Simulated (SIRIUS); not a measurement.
# ZnSe (Stilleite) (F-43m) in SIRIUS: reference runs, part 2 of 4

SIRIUS 7.12.0. The steps go on from the part before.

## (3) Equation of state, PBEsol, 21.39 Å³/atom (volume scaled by 0.94)

Input file sirius.json:

```json
{
  "control": {
    "processing_unit": "cpu",
    "std_evp_solver_name": "lapack",
    "gen_evp_solver_name": "lapack",
    "verbosity": 2,
    "print_forces": false,
    "ortho_rf": true,
    "use_second_variation": true,
    "rmt_max": 3.0,
    "num_bands_to_print": 24,
    "save_wf": true
  },
  "parameters": {
    "electronic_structure_method": "full_potential_lapwlo",
    "xc_functionals": ["XC_GGA_X_PBE_SOL", "XC_GGA_C_PBE_SOL"],
    "core_relativity": "dirac",
    "valence_relativity": "iora",
    "num_fv_states": 29,
    "smearing": "fermi_dirac",
    "smearing_width": 0.0018374661,
    "pw_cutoff": 20,
    "gk_cutoff": 3.77,
    "lmax_apw": 10,
    "lmax_rho": 8,
    "lmax_pot": 8,
    "num_mag_dims": 0,
    "auto_rmt": 0,
    "ngridk": [8, 8, 8],
    "shiftk": [0, 0, 0],
    "num_dft_iter": 80,
    "energy_tol": 1e-07,
    "density_tol": 1e-05,
    "use_symmetry": true
  },
  "settings": {"tol_ne": 1e-10},
  "iterative_solver": {"type": "exact"},
  "mixer": {"type": "anderson", "beta": 0.5, "max_history": 8},
  "unit_cell": {
    "lattice_vectors": [[0.0, 5.2457873425, 5.2457873425], [5.2457873425, 0.0, 5.2457873425], [5.2457873425, 5.2457873425, 0.0]],
    "atom_types": ["Se", "Zn"],
    "atom_files": {"Se": "Se.json", "Zn": "Zn.json"},
    "atoms": {"Se": [[0.75, 0.75, 0.75]], "Zn": [[0.0, 0.0, 0.0]]}
  }
}
```

Input file Se.json:

```json
{
  "name": "selenium",
  "symbol": "Se",
  "number": 34,
  "mass": 78.96,
  "rmin": 1e-06,
  "rmt": 2.23,
  "nrmt": 800,
  "rinf": 13.6,
  "core": "1s2s2p",
  "valence": [
    {"basis": [{"enu": -0.04, "dme": 0, "n": 0, "auto": 0}, {"enu": -0.04, "dme": 1, "n": 0, "auto": 0}]},
    {"l": 0, "n": 1, "basis": [{"enu": -0.0883, "dme": 0, "n": 0, "auto": 0}]},
    {"l": 1, "n": 2, "basis": [{"enu": 0.06, "dme": 0, "n": 0, "auto": 0}]},
    {"l": 2, "n": 3, "basis": [{"enu": 0.06, "dme": 0, "n": 0, "auto": 0}]},
    {"l": 3, "n": 4, "basis": [{"enu": 0.06, "dme": 0, "n": 0, "auto": 0}]}
  ],
  "lo": [
    {
      "l": 0,
      "basis": [{"enu": -0.0883, "dme": 0, "n": 0, "auto": 0}, {"enu": -0.0883, "dme": 1, "n": 0, "auto": 0}]
    },
    {
      "l": 0,
      "basis": [{"enu": -0.0883, "dme": 1, "n": 0, "auto": 0}, {"enu": -0.0883, "dme": 2, "n": 0, "auto": 0}]
    },
    {
      "l": 0,
      "basis": [{"enu": -7.4918, "dme": 0, "n": 3, "auto": 1}, {"enu": -7.4918, "dme": 1, "n": 3, "auto": 1}]
    },
    {
      "l": 0,
      "basis": [{"enu": -0.0883, "dme": 0, "n": 0, "auto": 0}, {"enu": 2.3247, "dme": 0, "n": 0, "auto": 0}]
    },
    {"l": 1, "basis": [{"enu": 0.06, "dme": 0, "n": 0, "auto": 0}, {"enu": 0.06, "dme": 1, "n": 0, "auto": 0}]},
    {
      "l": 1,
      "basis": [{"enu": -5.3006, "dme": 0, "n": 3, "auto": 1}, {"enu": -5.3006, "dme": 1, "n": 3, "auto": 1}]
    },
    {
      "l": 1,
      "basis": [{"enu": -5.3006, "dme": 1, "n": 3, "auto": 1}, {"enu": 0.06, "dme": 0, "n": 0, "auto": 0}]
    },
    {"l": 1, "basis": [{"enu": 0.06, "dme": 0, "n": 0, "auto": 0}, {"enu": 3.7601, "dme": 0, "n": 0, "auto": 0}]},
    {"l": 2, "basis": [{"enu": 0.06, "dme": 0, "n": 0, "auto": 0}, {"enu": 0.06, "dme": 1, "n": 0, "auto": 0}]},
    {
      "l": 2,
      "basis": [{"enu": -1.6595, "dme": 0, "n": 3, "auto": 1}, {"enu": -1.6595, "dme": 1, "n": 3, "auto": 1}]
    },
    {
      "l": 2,
      "basis": [{"enu": -1.6595, "dme": 1, "n": 3, "auto": 1}, {"enu": 0.06, "dme": 0, "n": 0, "auto": 0}]
    },
    {"l": 2, "basis": [{"enu": 0.06, "dme": 0, "n": 0, "auto": 0}, {"enu": 4.2427, "dme": 0, "n": 0, "auto": 0}]},
    {"l": 3, "basis": [{"enu": 0.06, "dme": 0, "n": 0, "auto": 0}, {"enu": 0.06, "dme": 1, "n": 0, "auto": 0}]},
    {"l": 3, "basis": [{"enu": 0.06, "dme": 0, "n": 0, "auto": 0}, {"enu": 3.559, "dme": 0, "n": 0, "auto": 0}]}
  ],
  "free_atom": [... radial grid and density of the free atom, the start of the SCF ...]
}
```

Input file Zn.json:

```json
{
  "name": "zinc",
  "symbol": "Zn",
  "number": 30,
  "mass": 65.38,
  "rmin": 1e-06,
  "rmt": 2.23,
  "nrmt": 800,
  "rinf": 14.28,
  "core": "1s2s2p",
  "valence": [
    {"basis": [{"enu": -0.04, "dme": 0, "n": 0, "auto": 0}, {"enu": -0.04, "dme": 1, "n": 0, "auto": 0}]},
    {"l": 0, "n": 1, "basis": [{"enu": 0.06, "dme": 0, "n": 0, "auto": 0}]},
    {"l": 1, "n": 2, "basis": [{"enu": 0.06, "dme": 0, "n": 0, "auto": 0}]},
    {"l": 2, "n": 3, "basis": [{"enu": 0.032, "dme": 0, "n": 0, "auto": 0}]},
    {"l": 3, "n": 4, "basis": [{"enu": 0.06, "dme": 0, "n": 0, "auto": 0}]}
  ],
  "lo": [
    {"l": 0, "basis": [{"enu": 0.06, "dme": 0, "n": 0, "auto": 0}, {"enu": 0.06, "dme": 1, "n": 0, "auto": 0}]},
    {
      "l": 0,
      "basis": [{"enu": -4.4269, "dme": 0, "n": 3, "auto": 1}, {"enu": -4.4269, "dme": 1, "n": 3, "auto": 1}]
    },
    {
      "l": 0,
      "basis": [{"enu": -4.4269, "dme": 1, "n": 3, "auto": 1}, {"enu": 0.06, "dme": 0, "n": 0, "auto": 0}]
    },
    {"l": 0, "basis": [{"enu": 0.06, "dme": 0, "n": 0, "auto": 0}, {"enu": 3.2774, "dme": 0, "n": 0, "auto": 0}]},
    {"l": 1, "basis": [{"enu": 0.06, "dme": 0, "n": 0, "auto": 0}, {"enu": 0.06, "dme": 1, "n": 0, "auto": 0}]},
    {
      "l": 1,
      "basis": [{"enu": -2.7679, "dme": 0, "n": 3, "auto": 1}, {"enu": -2.7679, "dme": 1, "n": 3, "auto": 1}]
    },
    {
      "l": 1,
      "basis": [{"enu": -2.7679, "dme": 1, "n": 3, "auto": 1}, {"enu": 0.06, "dme": 0, "n": 0, "auto": 0}]
    },
    {"l": 1, "basis": [{"enu": 0.06, "dme": 0, "n": 0, "auto": 0}, {"enu": 3.7601, "dme": 0, "n": 0, "auto": 0}]},
    {"l": 2, "basis": [{"enu": 0.032, "dme": 0, "n": 0, "auto": 0}, {"enu": 0.032, "dme": 1, "n": 0, "auto": 0}]},
    {"l": 2, "basis": [{"enu": 0.032, "dme": 1, "n": 0, "auto": 0}, {"enu": 0.032, "dme": 2, "n": 0, "auto": 0}]},
    {"l": 2, "basis": [{"enu": 0.032, "dme": 0, "n": 0, "auto": 0}, {"enu": 3.169, "dme": 0, "n": 0, "auto": 0}]},
    {"l": 3, "basis": [{"enu": 0.06, "dme": 0, "n": 0, "auto": 0}, {"enu": 0.06, "dme": 1, "n": 0, "auto": 0}]},
    {"l": 3, "basis": [{"enu": 0.06, "dme": 0, "n": 0, "auto": 0}, {"enu": 3.559, "dme": 0, "n": 0, "auto": 0}]}
  ],
  "free_atom": [... radial grid and density of the free atom, the start of the SCF ...]
}
```

Input file sirius_start.json:

```json
{
  "control": {
    "processing_unit": "cpu",
    "std_evp_solver_name": "lapack",
    "gen_evp_solver_name": "lapack",
    "verbosity": 1,
    "print_forces": false,
    "ortho_rf": true,
    "use_second_variation": true,
    "rmt_max": 3.0,
    "num_bands_to_print": 24,
    "save_wf": false
  },
  "parameters": {
    "electronic_structure_method": "full_potential_lapwlo",
    "xc_functionals": ["XC_LDA_X", "XC_LDA_C_PW"],
    "core_relativity": "dirac",
    "valence_relativity": "iora",
    "num_fv_states": 29,
    "smearing": "fermi_dirac",
    "smearing_width": 0.0055123983,
    "pw_cutoff": 20,
    "gk_cutoff": 3.01,
    "lmax_apw": 10,
    "lmax_rho": 8,
    "lmax_pot": 8,
    "num_mag_dims": 0,
    "auto_rmt": 0,
    "ngridk": [3, 3, 3],
    "shiftk": [0, 0, 0],
    "num_dft_iter": 30,
    "energy_tol": 0.01,
    "density_tol": 0.05,
    "use_symmetry": true
  },
  "settings": {"tol_ne": 1e-10},
  "iterative_solver": {"type": "exact"},
  "mixer": {"type": "anderson", "beta": 0.5, "max_history": 8},
  "unit_cell": {
    "lattice_vectors": [[0.0, 5.2457873425, 5.2457873425], [5.2457873425, 0.0, 5.2457873425], [5.2457873425, 5.2457873425, 0.0]],
    "atom_types": ["Se", "Zn"],
    "atom_files": {"Se": "Se.json", "Zn": "Zn.json"},
    "atoms": {"Se": [[0.75, 0.75, 0.75]], "Zn": [[0.0, 0.0, 0.0]]}
  }
}
```

Potentials or basis: all-electron FP-LAPW, apw+lo standard.

Command:

```console
OMP_NUM_THREADS=1 sirius.scf --input=sirius_start.json --output=start.json
OMP_NUM_THREADS=1 sirius.scf --input=sirius.json --output=output.json --task=1
```

Wall time 48 s (1 thread of Arm Neoverse V2, shared host); peak memory 0.45 GiB.

The run converged. Its results:

```
Free energy                                       : -114922.7275 eV
Band gap on the k mesh                            : 1.41 eV, direct
All electrons inside the program's atomic spheres : Se 32.09; Zn 28.66 (radii Se 2.23, Zn 2.23 bohr)
```

## (4) Equation of state, PBEsol, 21.85 Å³/atom (volume scaled by 0.96)

sirius.json, as its differences from that of step 3:

```diff
@@ -39,3 +39,3 @@
   "unit_cell": {
-    "lattice_vectors": [[0.0, 5.2457873425, 5.2457873425], [5.2457873425, 0.0, 5.2457873425], [5.2457873425, 5.2457873425, 0.0]],
+    "lattice_vectors": [[0.0, 5.282730724, 5.282730724], [5.282730724, 0.0, 5.282730724], [5.282730724, 5.282730724, 0.0]],
     "atom_types": ["Se", "Zn"],
```

Input file Se.json:

```json
{
  "name": "selenium",
  "symbol": "Se",
  "number": 34,
  "mass": 78.96,
  "rmin": 1e-06,
  "rmt": 2.23,
  "nrmt": 800,
  "rinf": 13.6,
  "core": "1s2s2p",
  "valence": [
    {"basis": [{"enu": -0.05, "dme": 0, "n": 0, "auto": 0}, {"enu": -0.05, "dme": 1, "n": 0, "auto": 0}]},
    {"l": 0, "n": 1, "basis": [{"enu": -0.0983, "dme": 0, "n": 0, "auto": 0}]},
    {"l": 1, "n": 2, "basis": [{"enu": 0.05, "dme": 0, "n": 0, "auto": 0}]},
    {"l": 2, "n": 3, "basis": [{"enu": 0.05, "dme": 0, "n": 0, "auto": 0}]},
    {"l": 3, "n": 4, "basis": [{"enu": 0.05, "dme": 0, "n": 0, "auto": 0}]}
  ],
  "lo": [
    {
      "l": 0,
      "basis": [{"enu": -0.0983, "dme": 0, "n": 0, "auto": 0}, {"enu": -0.0983, "dme": 1, "n": 0, "auto": 0}]
    },
    {
      "l": 0,
      "basis": [{"enu": -0.0983, "dme": 1, "n": 0, "auto": 0}, {"enu": -0.0983, "dme": 2, "n": 0, "auto": 0}]
    },
    {
      "l": 0,
      "basis": [{"enu": -7.5018, "dme": 0, "n": 3, "auto": 1}, {"enu": -7.5018, "dme": 1, "n": 3, "auto": 1}]
    },
    {
      "l": 0,
      "basis": [{"enu": -0.0983, "dme": 0, "n": 0, "auto": 0}, {"enu": 2.3147, "dme": 0, "n": 0, "auto": 0}]
    },
    {"l": 1, "basis": [{"enu": 0.05, "dme": 0, "n": 0, "auto": 0}, {"enu": 0.05, "dme": 1, "n": 0, "auto": 0}]},
    {
      "l": 1,
      "basis": [{"enu": -5.3106, "dme": 0, "n": 3, "auto": 1}, {"enu": -5.3106, "dme": 1, "n": 3, "auto": 1}]
    },
    {
      "l": 1,
      "basis": [{"enu": -5.3106, "dme": 1, "n": 3, "auto": 1}, {"enu": 0.05, "dme": 0, "n": 0, "auto": 0}]
    },
    {"l": 1, "basis": [{"enu": 0.05, "dme": 0, "n": 0, "auto": 0}, {"enu": 3.7501, "dme": 0, "n": 0, "auto": 0}]},
    {"l": 2, "basis": [{"enu": 0.05, "dme": 0, "n": 0, "auto": 0}, {"enu": 0.05, "dme": 1, "n": 0, "auto": 0}]},
    {
      "l": 2,
      "basis": [{"enu": -1.6695, "dme": 0, "n": 3, "auto": 1}, {"enu": -1.6695, "dme": 1, "n": 3, "auto": 1}]
    },
    {
      "l": 2,
      "basis": [{"enu": -1.6695, "dme": 1, "n": 3, "auto": 1}, {"enu": 0.05, "dme": 0, "n": 0, "auto": 0}]
    },
    {"l": 2, "basis": [{"enu": 0.05, "dme": 0, "n": 0, "auto": 0}, {"enu": 4.2327, "dme": 0, "n": 0, "auto": 0}]},
    {"l": 3, "basis": [{"enu": 0.05, "dme": 0, "n": 0, "auto": 0}, {"enu": 0.05, "dme": 1, "n": 0, "auto": 0}]},
    {"l": 3, "basis": [{"enu": 0.05, "dme": 0, "n": 0, "auto": 0}, {"enu": 3.549, "dme": 0, "n": 0, "auto": 0}]}
  ],
  "free_atom": [... radial grid and density of the free atom, the start of the SCF ...]
}
```

Input file Zn.json:

```json
{
  "name": "zinc",
  "symbol": "Zn",
  "number": 30,
  "mass": 65.38,
  "rmin": 1e-06,
  "rmt": 2.23,
  "nrmt": 800,
  "rinf": 14.28,
  "core": "1s2s2p",
  "valence": [
    {"basis": [{"enu": -0.05, "dme": 0, "n": 0, "auto": 0}, {"enu": -0.05, "dme": 1, "n": 0, "auto": 0}]},
    {"l": 0, "n": 1, "basis": [{"enu": 0.05, "dme": 0, "n": 0, "auto": 0}]},
    {"l": 1, "n": 2, "basis": [{"enu": 0.05, "dme": 0, "n": 0, "auto": 0}]},
    {"l": 2, "n": 3, "basis": [{"enu": 0.0219, "dme": 0, "n": 0, "auto": 0}]},
    {"l": 3, "n": 4, "basis": [{"enu": 0.05, "dme": 0, "n": 0, "auto": 0}]}
  ],
  "lo": [
    {"l": 0, "basis": [{"enu": 0.05, "dme": 0, "n": 0, "auto": 0}, {"enu": 0.05, "dme": 1, "n": 0, "auto": 0}]},
    {
      "l": 0,
      "basis": [{"enu": -4.4369, "dme": 0, "n": 3, "auto": 1}, {"enu": -4.4369, "dme": 1, "n": 3, "auto": 1}]
    },
    {
      "l": 0,
      "basis": [{"enu": -4.4369, "dme": 1, "n": 3, "auto": 1}, {"enu": 0.05, "dme": 0, "n": 0, "auto": 0}]
    },
    {"l": 0, "basis": [{"enu": 0.05, "dme": 0, "n": 0, "auto": 0}, {"enu": 3.2674, "dme": 0, "n": 0, "auto": 0}]},
    {"l": 1, "basis": [{"enu": 0.05, "dme": 0, "n": 0, "auto": 0}, {"enu": 0.05, "dme": 1, "n": 0, "auto": 0}]},
    {
      "l": 1,
      "basis": [{"enu": -2.7779, "dme": 0, "n": 3, "auto": 1}, {"enu": -2.7779, "dme": 1, "n": 3, "auto": 1}]
    },
    {
      "l": 1,
      "basis": [{"enu": -2.7779, "dme": 1, "n": 3, "auto": 1}, {"enu": 0.05, "dme": 0, "n": 0, "auto": 0}]
    },
    {"l": 1, "basis": [{"enu": 0.05, "dme": 0, "n": 0, "auto": 0}, {"enu": 3.7501, "dme": 0, "n": 0, "auto": 0}]},
    {
      "l": 2,
      "basis": [{"enu": 0.0219, "dme": 0, "n": 0, "auto": 0}, {"enu": 0.0219, "dme": 1, "n": 0, "auto": 0}]
    },
    {
      "l": 2,
      "basis": [{"enu": 0.0219, "dme": 1, "n": 0, "auto": 0}, {"enu": 0.0219, "dme": 2, "n": 0, "auto": 0}]
    },
    {
      "l": 2,
      "basis": [{"enu": 0.0219, "dme": 0, "n": 0, "auto": 0}, {"enu": 3.159, "dme": 0, "n": 0, "auto": 0}]
    },
    {"l": 3, "basis": [{"enu": 0.05, "dme": 0, "n": 0, "auto": 0}, {"enu": 0.05, "dme": 1, "n": 0, "auto": 0}]},
    {"l": 3, "basis": [{"enu": 0.05, "dme": 0, "n": 0, "auto": 0}, {"enu": 3.549, "dme": 0, "n": 0, "auto": 0}]}
  ],
  "free_atom": [... radial grid and density of the free atom, the start of the SCF ...]
}
```

sirius_start.json, as its differences from that of step 3:

```diff
@@ -39,3 +39,3 @@
   "unit_cell": {
-    "lattice_vectors": [[0.0, 5.2457873425, 5.2457873425], [5.2457873425, 0.0, 5.2457873425], [5.2457873425, 5.2457873425, 0.0]],
+    "lattice_vectors": [[0.0, 5.282730724, 5.282730724], [5.282730724, 0.0, 5.282730724], [5.282730724, 5.282730724, 0.0]],
     "atom_types": ["Se", "Zn"],
```

Command:

```console
OMP_NUM_THREADS=1 sirius.scf --input=sirius_start.json --output=start.json
OMP_NUM_THREADS=1 sirius.scf --input=sirius.json --output=output.json --task=1
```

It took 49 s on 1 thread of Arm Neoverse V2, shared host; peak memory 0.45 GiB.

It converged, with:

| Quantity | Value |
| --- | --- |
| Free energy | -114922.7404 eV |
| Band gap on the k mesh | 1.33 eV, direct |
| All electrons inside the program's atomic spheres | Se 32.08; Zn 28.63 (radii Se 2.23, Zn 2.23 bohr) |

(Part 2 of 4 ends here.)
